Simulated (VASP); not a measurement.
# Al2O3 (P-6m2) in VASP: notebook

Runs on Al2O3. Level: PBE. Tasks: dielectric tensor.

Everything below comes from runs of VASP 6.6.1. Logs are shortened: lines on timing, memory, paths and dates and some standing lists are left out, and cuts for length are marked.

## 1. The crystal as given

Symmetry: P-6m2, No. 187, hexagonal system. The conventional cell has a = 2.884 Å, b = 2.884 Å, c = 9.337 Å, α = 90.00°, β = 90.00°, γ = 120.00°. Al (site symmetry 3m) is surrounded by 3 O at 1.80 Å. O (site symmetry 3m) is surrounded by 3 Al at 1.80 Å. O (site symmetry -6m2) has 6 Al at 2.18 Å as nearest neighbours.

Measurements of this composition are mostly on another form, of space group No. 167.

## 2. Dielectric tensor, PBE

The input, INCAR:

```
ALGO = Normal
EDIFF = 1E-8
ENCUT = 340
GGA = PE
ISIF = 2
ISMEAR = 0
LASPH = T
LCHARG = F
LEPSILON = T
LREAL = F
LWAVE = F
NELM = 100
PREC = Accurate
SIGMA = 0.01
```

The input, KPOINTS:

```
k-points
0
Gamma
  8 8 3
```

The input, POSCAR:

```
Al2O3
1.0
    2.8843249483      0.0000000000      0.0000000000
   -1.4421624742      2.4978986780      0.0000000000
    0.0000000000      0.0000000000      9.3367544600
Al O
2 3
Direct
    0.0000000000      0.0000000000      0.8500076700
    0.0000000000      0.0000000000      0.1499923300
    0.3333333333      0.6666666667      0.7776830800
    0.6666666667      0.3333333333      0.0000000000
    0.3333333333      0.6666666667      0.2223169200
```

Potentials or basis: VASP PAW PBE potentials, release 64 (Al, O).

Started as:

```bash
> cat potpaw_PBE.64/Al/POTCAR potpaw_PBE.64/O/POTCAR > POTCAR
> mpirun -np 1 vasp_std > vasp.out
```

OUTCAR:

```text
EDIFF = 1E-8
   ENCUT = 340
   GGA = PE
   ISIF = 2
   ISMEAR = 0
   LASPH = T
   LEPSILON = T
   LREAL = F
   NELM = 100
   PREC = Accurate

 Found     20 irreducible k-points:

 Following reciprocal coordinates:
            Coordinates               Weight
  0.000000  0.000000  0.000000      1.000000
  0.125000 -0.000000  0.000000      6.000000
  0.250000 -0.000000  0.000000      6.000000
  0.375000  0.000000  0.000000      6.000000
  0.500000 -0.000000  0.000000      3.000000
  0.125000  0.125000  0.000000      6.000000
   k-points           NKPTS =     20   k-points in BZ     NKDIM =     20   number of bands    NBANDS=     16
   number of dos      NEDOS =    301   number of ions     NIONS =      5
   total plane-waves  NPLWV =  18144
   dimension x,y,z NGX =    18 NGY =   18 NGZ =   56
   dimension x,y,z NGXF=    36 NGYF=   36 NGZF=  112
   ions per type =               2   3
   NGX,Y,Z   is equivalent  to a cutoff of  10.37, 10.37,  9.97 a.u.
   NGXF,Y,Z  is equivalent  to a cutoff of  20.75, 20.75, 19.94 a.u.
 SYSTEM =  unknown system
   PREC   = accura    normal or accurate (medium, high low for compatibility)
   ISTART =      0    job   : 0-new  1-cont  2-samecut
   ICHARG =      2    charge: 1-file 2-atom 10-const
   ISPIN  =      1    spin polarized calculation?
   LNONCOLLINEAR =      F non collinear calculations
   LSORBIT =      F    spin-orbit coupling
   LASPH  =      T    aspherical Exc in radial PAW
   ENCUT  =  340.0 eV  24.99 Ry    5.00 a.u.   4.34  4.34 14.04*2*pi/ulx,y,z
   NELM   =    100;   NELMIN=  2; NELMDL= -5     # of ELM steps
   EDIFF  = 0.1E-07   stopping-criterion for ELM
   LREAL  =      F    real-space projection
   EDIFFG = 0.1E-06   stopping-criterion for IOM
   NSW    =      0    number of steps for IOM
   IBRION =     -1    ionic relax: 0-MD 1-quasi-New 2-CG
   NFREE  =      0    steps in history (QN), initial steepest desc. (CG)
   ISIF   =      2    stress and relaxation
   ISYM   =      2    0-nonsym 1-usesym 2-fastsym
   POTIM  = 0.5000    time-step for ionic-motion
   TEBEG  =    0.0;   TEEND  =   0.0 temperature during run
   PSTRESS=    0.0 pullay stress
   NELECT =      24.0000    total number of electrons
   NUPDOWN=      -1.0000    fix difference up-down
   EMIN   =  10.00;   EMAX   =-10.00  energy-range for DOS
   EFERMI =   0.00;   METHOD = LEGACY
   ISMEAR =     0;   SIGMA  =   0.01  broadening in eV -4-tet -1-fermi 0-gaus
   EFERMI_NEDOS =   21; number of points for ismear=-14 and -15
   IALGO  =     38    algorithm
   IMIX   =      4    mixing-type and parameters
     AMIX     =   0.40;   BMIX     =  1.00
     AMIX_MAG =   1.60;   BMIX_MAG =  1.00
  volume/ion in A,a.u.               =      13.45        90.79
  Fermi-wavevector in a.u.,A,eV,Ry     =   1.161111  2.194181 18.343074  1.348178
  Thomas-Fermi vector in A             =   2.297686
   LORBIT       =      0    0 simple, 1 ext, 2 COOP (PROOUT), +10 PAW based schemes
   GGA     = PE    functional components
   LHFCALC =     F    Hartree Fock is set to
   AEXX    =    0.0000 exact exchange contribution
   IVDW    =     0    specifies the selected vdW correction
   LEPSILON=     T    determine dielectric tensor
   LRPA    =     F    only Hartree local field effects (RPA)
 non-spin polarized calculation
 Gauss-broadening in eV      SIGMA  =   0.01
  energy-cutoff  :      340.00
  volume of cell :       67.27
 maximum number of plane-waves:       988
 NGX is ok and might be reduce to    18
   NGX =  9   NGY =  9   NGZ = 29

--------------------------------------- Ionic step        1  -------------------------------------------

 number of electron      23.9999995 magnetization

 E-fermi :   0.9871     XC(G=0):  -8.5311

 val. band max:        0.8498265714   @ k =   0.1250   0.1250   0.0000
 cond. band min:       5.6175522501   @ k =   0.0000   0.0000   0.0000
 fundamental gap:      4.7677256787
 Fermi energy:         0.9871277098

 k-point     1 :       0.0000    0.0000    0.0000
  band No.  band energies     occupation
      1     -17.8698      2.00000
      2     -16.8563      2.00000
      3     -15.6856      2.00000
      4      -4.1128      2.00000
      5      -1.2555      2.00000
      6      -0.6238      2.00000
[... 8 lines left out ...]
     15       8.6710      0.00000
     16      10.0155      0.00000

 k-point     2 :       0.1250   -0.0000    0.0000
  band No.  band energies     occupation
      1     -17.6829      2.00000
      2     -16.7216      2.00000
      3     -15.6245      2.00000
      4      -4.0205      2.00000
      5      -1.7728      2.00000
      6      -1.1161      2.00000
[... 8 lines left out ...]
     15       9.1896      0.00000
     16      10.5271      0.00000

 k-point     3 :       0.2500   -0.0000    0.0000
  band No.  band energies     occupation
      1     -17.1707      2.00000
      2     -16.3608      2.00000
      3     -15.4833      2.00000
      4      -4.0185      2.00000
      5      -3.2021      2.00000
      6      -2.1799      2.00000
[... 8 lines left out ...]
     15      10.0433      0.00000
     16      11.3107      0.00000

 k-point     4 :       0.3750    0.0000    0.0000
  band No.  band energies     occupation
      1     -16.5096      2.00000
      2     -15.9654      2.00000
      3     -15.4311      2.00000
      4      -4.5914      2.00000
      5      -4.5525      2.00000
      6      -3.1552      2.00000
[... 8 lines left out ...]
     15      10.0942      0.00000
     16      11.5613      0.00000

 k-point     5 :       0.5000   -0.0000    0.0000
  band No.  band energies     occupation
      1     -16.1064      2.00000
      2     -15.7870      2.00000
      3     -15.5182      2.00000
      4      -5.0888      2.00000
      5      -4.9378      2.00000
      6      -3.5268      2.00000
[... 8 lines left out ...]
     15       9.9304      0.00000
     16      11.9027      0.00000

 k-point     6 :       0.1250    0.1250    0.0000
  band No.  band energies     occupation
      1     -17.3323      2.00000
      2     -16.4710      2.00000
      3     -15.5203      2.00000
      4      -3.9508      2.00000
      5      -2.5800      2.00000
      6      -2.1177      2.00000
[... 8 lines left out ...]
     15       9.9743      0.00000
     16      11.3269      0.00000

 [... further k-points ...]

  FORCE on cell =-STRESS in cart. coord.  units (eV):
  Direction    XX          YY          ZZ          XY          YZ          ZX
  --------------------------------------------------------------------------------------
  -------------------------------------------------------------------------------------
  Total       -6.6163663     -6.6163663     -7.1564302      0.0000000     -0.0000000      0.0000000
  in kB     -157.5851095   -157.5851095   -170.4480675      0.0000000     -0.0000000      0.0000000
  external PRESSURE =    -161.8727621 kB  Pullay stress =       0.0000000 kB

 VOLUME and BASIS-vectors are now :
 -----------------------------------------------------------------------------
  energy-cutoff  :      340.00
  volume of cell :       67.27
      direct lattice vectors                 reciprocal lattice vectors
     2.884324948  0.000000000  0.000000000     0.346701574  0.200168247  0.000000000
    -1.442162474  2.497898678  0.000000000     0.000000000  0.400336494  0.000000000
     0.000000000  0.000000000  9.336754460     0.000000000  0.000000000  0.107103598

 POSITION                                       TOTAL-FORCE (eV/Angst)
 -----------------------------------------------------------------------------------
      0.00000      0.00000      7.93631         0.000000      0.000000     -0.022237
      0.00000      0.00000      1.40044         0.000000      0.000000      0.022237
     -0.00000      1.66527      7.26104        -0.000000     -0.000000      0.036980
      1.44216      0.83263      0.00000         0.000000     -0.000000      0.000000
     -0.00000      1.66527      2.07572        -0.000000     -0.000000     -0.036980
 -----------------------------------------------------------------------------------
    total drift:                                0.000001     -0.000000      0.000000

  FREE ENERGIE OF THE ION-ELECTRON SYSTEM (eV)
  ---------------------------------------------------
  free  energy   TOTEN  =       -36.5696879340 eV

  energy  without entropy=      -36.5696879340  energy(sigma->0) =      -36.56968793

 HEAD OF MICROSCOPIC STATIC DIELECTRIC TENSOR (INDEPENDENT PARTICLE, excluding Hartree and local field effects)
 ------------------------------------------------------
           2.736772    -0.000000    -0.000000
          -0.000000     2.736772    -0.000000
           0.000000     0.000000     2.577435
 ------------------------------------------------------

 Free energy of the ion-electron system (eV)
  ---------------------------------------------------
  ---------------------------------------------------
  free energy    TOTEN  =        -0.34120620 eV

  energy without entropy =       -0.34120620

------------------------ aborting loop because EDIFF is reached ----------------------------------------

--------------------------------------- Ionic step        2  -------------------------------------------

------------------------ aborting loop because EDIFF is reached ----------------------------------------

--------------------------------------- Ionic step        3  -------------------------------------------

 Free energy of the ion-electron system (eV)
  ---------------------------------------------------
  ---------------------------------------------------
  free energy    TOTEN  =        -0.18878983 eV

  energy without entropy =       -0.18878983

------------------------ aborting loop because EDIFF is reached ----------------------------------------

 PIEZOELECTRIC TENSOR FIELD DIRECTION 3  (e Angst)
 -----------------------------------------------------------------------------
     0.00003 -0.00000  0.00000           ( -0.00000  0.00000  0.00000)
     0.00000  0.00003  0.00000           (  0.00000 -0.00000  0.00000)
    -0.00000  0.00000  0.00004           (  0.00000  0.00000 -0.00000)

 PIEZOELECTRIC TENSOR FIELD DIRECTION 3  (C/m^2)
 -----------------------------------------------------------------------------
     0.00001 -0.00000  0.00000
     0.00000  0.00001  0.00000
    -0.00000  0.00000  0.00001

 MACROSCOPIC STATIC DIELECTRIC TENSOR (including local field effects in DFT)
 ------------------------------------------------------
           2.675773    -0.000000    -0.000000
          -0.000000     2.675773    -0.000000
           0.000000     0.000000     1.937305
 ------------------------------------------------------

 PIEZOELECTRIC TENSOR (including local field effects)  for field in x, y, z        (e  Angst)
          XX          YY          ZZ          XY          YZ          ZX
  --------------------------------------------------------------------------------
  x     0.00000    -0.00000     0.00000    -0.05801     0.00000     0.00000
  y    -0.05801     0.05801    -0.00000    -0.00000     0.00000     0.00000
  z     0.00000     0.00000     0.00000     0.00000    -0.00000     0.00000

 PIEZOELECTRIC TENSOR (including local field effects)  for field in x, y, z        (C/m^2)
          XX          YY          ZZ          XY          YZ          ZX
  --------------------------------------------------------------------------------
  x     0.00000    -0.00000     0.00000    -0.01382     0.00000     0.00000
  y    -0.01382     0.01382    -0.00000    -0.00000     0.00000     0.00000
  z     0.00000     0.00000     0.00000     0.00000    -0.00000     0.00000

 BORN EFFECTIVE CHARGES (including local field effects) (in |e|, cummulative output)
 ---------------------------------------------------------------------------------
 ion    1
    1     3.00887    -0.00000     0.00000
    2    -0.00000     3.00887     0.00000
    3     0.00000     0.00000     1.50888
 ion    2
    1     3.00887    -0.00000    -0.00000
    2    -0.00000     3.00887    -0.00000
    3    -0.00000     0.00000     1.50888
 ion    3
    1    -1.89523     0.00000    -0.00000
    2     0.00000    -1.89523    -0.00000
    3     0.00000    -0.00000    -0.90893
 ion    4
    1    -2.22727     0.00000     0.00000
    2     0.00000    -2.22727     0.00000
    3    -0.00000     0.00000    -1.19989
 ion    5
    1    -1.89523     0.00000     0.00000
    2     0.00000    -1.89523     0.00000
    3    -0.00000    -0.00000    -0.90893
```

Wall time 94 s (1 thread of Intel Xeon Platinum 8488C (Sapphire Rapids), shared host); peak memory 0.21 GiB.

The run converged, but a check on its numbers failed (symmetry, net force, bounds or a known fault of this set-up), so they aren't taken as properties of the crystal.

Caveat: the cutoff lies under the usual one of these potentials, so the numbers hold a large basis-set error; an odd mesh through Γ misses points on the zone boundary, where band edges often lie.

## 3. Dielectric tensor, PBE

INCAR is that of step 2.

The input, KPOINTS:

```
k-points
0
Gamma
  10 10 3
```

POSCAR is that of step 2.

Potentials or basis: VASP PAW PBE potentials, release 64 (Al, O).

Started as:

```bash
> cat potpaw_PBE.64/Al/POTCAR potpaw_PBE.64/O/POTCAR > POTCAR
> mpirun -np 1 vasp_std > vasp.out
```

OUTCAR:

```text
EDIFF = 1E-8
   ENCUT = 340
   GGA = PE
   ISIF = 2
   ISMEAR = 0
   LASPH = T
   LEPSILON = T
   LREAL = F
   NELM = 100
   PREC = Accurate

 Found     28 irreducible k-points:

 Following reciprocal coordinates:
            Coordinates               Weight
  0.000000  0.000000  0.000000      1.000000
  0.100000  0.000000  0.000000      6.000000
  0.200000  0.000000  0.000000      6.000000
  0.300000 -0.000000  0.000000      6.000000
  0.400000 -0.000000  0.000000      6.000000
  0.500000  0.000000  0.000000      3.000000
   k-points           NKPTS =     28   k-points in BZ     NKDIM =     28   number of bands    NBANDS=     16
   number of dos      NEDOS =    301   number of ions     NIONS =      5
   total plane-waves  NPLWV =  18144
   dimension x,y,z NGX =    18 NGY =   18 NGZ =   56
[... 262 lines left out ...]
           0.000000    -0.000000     1.937374
 ------------------------------------------------------

 PIEZOELECTRIC TENSOR (including local field effects)  for field in x, y, z        (e  Angst)
          XX          YY          ZZ          XY          YZ          ZX
  --------------------------------------------------------------------------------
  x     0.00000    -0.00000    -0.00000    -0.05770     0.00000     0.00000
  y    -0.05770     0.05770     0.00000    -0.00000     0.00000     0.00000
  z     0.00000     0.00000     0.00000    -0.00000     0.00000     0.00000

 PIEZOELECTRIC TENSOR (including local field effects)  for field in x, y, z        (C/m^2)
          XX          YY          ZZ          XY          YZ          ZX
  --------------------------------------------------------------------------------
  x     0.00000    -0.00000    -0.00000    -0.01374     0.00000     0.00000
  y    -0.01374     0.01374     0.00000    -0.00000     0.00000     0.00000
  z     0.00000     0.00000     0.00000    -0.00000     0.00000     0.00000

 BORN EFFECTIVE CHARGES (including local field effects) (in |e|, cummulative output)
 ---------------------------------------------------------------------------------
 ion    1
    1     3.00865    -0.00000     0.00000
    2    -0.00000     3.00865     0.00000
    3     0.00000    -0.00000     1.50917
 ion    2
    1     3.00865    -0.00000    -0.00000
    2    -0.00000     3.00865     0.00000
    3     0.00000    -0.00000     1.50917
 ion    3
    1    -1.89530     0.00000    -0.00000
    2     0.00000    -1.89530     0.00000
    3     0.00000    -0.00000    -0.90911
 ion    4
    1    -2.22671     0.00000     0.00000
    2     0.00000    -2.22671    -0.00000
    3     0.00000    -0.00000    -1.20012
 ion    5
    1    -1.89530     0.00000     0.00000
    2     0.00000    -1.89530     0.00000
    3     0.00000     0.00000    -0.90911
```

stdout:

```text
POSCAR found type information on POSCAR AlO
 POSCAR found :  2 types and       5 ions
 scaLAPACK will be used
 LDA part: xc-table for (Slater+PW92), standard interpolation
 POSCAR, INCAR and KPOINTS ok, starting setup
 FFT: planning ... GRIDC
 FFT: planning ... GRID_SOFT
 FFT: planning ... GRID
 WAVECAR not read
 entering main loop
 Linear response reoptimize wavefunctions to high precision
 Linear response G [H, r] |phi>, progress :
  Direction:   1
 Linear response G [H, r] |phi>, progress :
  Direction:   2
 Linear response G [H, r] |phi>, progress :
  Direction:   3
 Linear response to external field (no local field effect), progress :
  Direction:   1
 dielectric tensor                  component  1 :     2.531    -0.461    -0.003
 Linear response to external field (no local field effect), progress :
  Direction:   2
 dielectric tensor                  component  2 :    -0.461     2.939    -0.003
 Linear response to external field (no local field effect), progress :
  Direction:   3
 dielectric tensor                  component  3 :    -0.003    -0.003     2.578
 Linear response to external field, progress :
  Direction:   1
 dielectric tensor                  component  1 :     2.674     0.000     0.001
 Linear response to external field, progress :
  Direction:   2
 dielectric tensor                  component  2 :    -0.173     2.674    -0.003
 Linear response to external field, progress :
  Direction:   3
 dielectric tensor                  component  3 :    -0.002    -0.004     1.937
 Born effective charges drift removed
```

It took 2.1 min on 1 thread of Intel Xeon Platinum 8488C (Sapphire Rapids), shared host; peak memory 0.24 GiB.

The run converged, but a check on its numbers failed (symmetry, net force, bounds or a known fault of this set-up), so they aren't taken as properties of the crystal.

Caveat: the cutoff lies under the usual one of these potentials, so the numbers hold a large basis-set error; an odd mesh through Γ misses points on the zone boundary, where band edges often lie.

(Continued in part 2 of 3.)
